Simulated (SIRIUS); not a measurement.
Crystal: MgSe.

```xyz
2
Lattice="0.0000 2.7255 2.7255 2.7255 0.0000 2.7255 2.7255 2.7255 0.0000" Properties=species:S:1:pos:R:3 pbc="T T T"
Se    2.7255    2.7255    2.7255
Mg    0.0000    0.0000    0.0000
```

- Program: SIRIUS 7.12.0
- Task: single point
- Functional: PBEsol
- Potentials or basis: all-electron FP-LAPW
- Cutoff: 167 eV
- Basis: apw+lo standard
- k mesh: 8 × 8 × 8
- Occupations: fermi-dirac, width 0.05 eV
- Spin: no spin polarisation

On this cell: largest force zero by symmetry; band gap on the k mesh 1.78 eV, indirect (least direct gap 2.50 eV).

The same run follows on a disturbed copy (atoms moved at random):

```
Se Mg
1.0
     0.00000    2.72550    2.72550
     2.72550    0.00000    2.72550
     2.72550    2.72550    0.00000
Se Mg
1 1
Direct
  0.48691 0.50455 0.49757
  0.00322 0.99083 0.99151
```

**Question.** What does the disturbed cell give?

**Answer.** The energy moves by +2.3 meV/atom; largest force 0.150 eV/Å; band gap on the k mesh 1.78 eV, indirect (least direct gap 2.50 eV).

Forces in eV/Å, atoms in the order of the input:
```
Se  -0.133  0.068  0.017
Mg   0.133 -0.068 -0.017
```

A k mesh can miss the band edges.
